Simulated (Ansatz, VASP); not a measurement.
# One calculation of MgS, two programs

```
Mg S
1.0
     0.00000    2.79695    2.79695
     2.79695    0.00000    2.79695
     2.79695    2.79695    0.00000
Mg S
1 1
Direct
  0.00000 0.00000 0.00000
  0.25000 0.25000 0.25000
```

Alike in both runs: task single point; functional LDA; k mesh 8 × 8 × 8; occupations gaussian, width 0.02 eV; no spin polarisation.

```csv
,VASP,Ansatz
version,VASP 6.6.1,Ansatz 0.2.0
potentials or method,"VASP PAW LDA potentials, release 64 (Mg, S)","scalar-relativistic, plane waves, PAW"
plane-wave cutoff (eV),520,420
valence electrons in the cell,8,16
```

Ansatz gave:

- gap on the k mesh at the Fermi level (eV): 3.36
- least direct gap on the mesh (eV): 3.36
- pressure (GPa): 0.0

Task: Estimate VASP's values.

Result: gap on the k mesh at the Fermi level (eV): 3.38; least direct gap on the mesh (eV): 3.38; pressure (GPa): -0.3.

The two sets of potentials don't hold the same shells in valence. Ansatz warned: «pseudo_functional_mismatch».

A k mesh can miss the band edges. LDA gaps usually lie below the measured ones, often by a third to a half.
